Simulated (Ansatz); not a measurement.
# AlNi: the cost of one run

Method: DFT PBE, scalar-relativistic, plane waves, PAW, in Ansatz 0.2.0.

4 further runs of the same task are left out: 2 that didn't finish, 2 set aside as unsound or not needed.

## 1. The starting structure

It takes space group Pm-3m (No. 221, cubic). Conventional cell: a = 2.893 Å, b = 2.893 Å, c = 2.893 Å, α = 90.00°, β = 90.00°, γ = 90.00°. Around Al (site symmetry m-3m) lie 8 Ni at 2.51 Å. Around Ni (site symmetry m-3m) lie 8 Al at 2.51 Å.

As a file:

```cif
data_structure
_symmetry_space_group_name_H-M 'P 1'
_symmetry_Int_Tables_number 1
_cell_length_a 4.0914
_cell_length_b 4.0914
_cell_length_c 4.0914
_cell_angle_alpha 60.000
_cell_angle_beta 60.000
_cell_angle_gamma 60.000
_cell_volume 48.43
loop_
_atom_site_label
_atom_site_type_symbol
_atom_site_fract_x
_atom_site_fract_y
_atom_site_fract_z
_atom_site_occupancy
Al1 Al 0.00000 0.00000 0.00000 1
Al2 Al 0.50000 0.50000 0.50000 1
Ni1 Ni 0.25000 0.25000 0.25000 1
Ni2 Ni 0.75000 0.75000 0.75000 1
```

It is built from the cell relaxed beforehand with the same method (12.11 Å³/atom).

## 2. The reference: the undisturbed cell on the scan's mesh

input.yaml

```yaml
crystal:
  lattice:
    - [-2.893083528, 0.0, -2.893083528]
    - [0.0, -2.893083528, -2.893083528]
    - [-2.893083528, -2.893083528, 0.0]
  atoms:
    - { symbol: Al, position: [0.0, 0.0, 0.0] }
    - { symbol: Al, position: [0.5, 0.5, 0.5] }
    - { symbol: Ni, position: [0.25, 0.25, 0.25] }
    - { symbol: Ni, position: [0.75, 0.75, 0.75] }
basis:
  ecutwfc: 420
kpoints:
  mp_grid: { grid: [18, 18, 18] }
hamiltonian:
  xc: pbe
scf:
  occupations: { method: gaussian, width: 0.15 }
output:
  forces: true
  stress: true
  eigenvalues: true
  write_density: true
  write_potential: true
  elf: true
  volumetric_format: npy
```

On the command line:

```bash
$ ansatz run input.yaml --threads 2 --pin off --max-ram 5120MiB --backend cpu --events-out ev --progress --plain --runs-dir out
```

Q: Estimate wall time and peak memory on 2 threads of Arm Neoverse V2, shared host.

About 5.6 s, with a peak of 0.46 GiB.
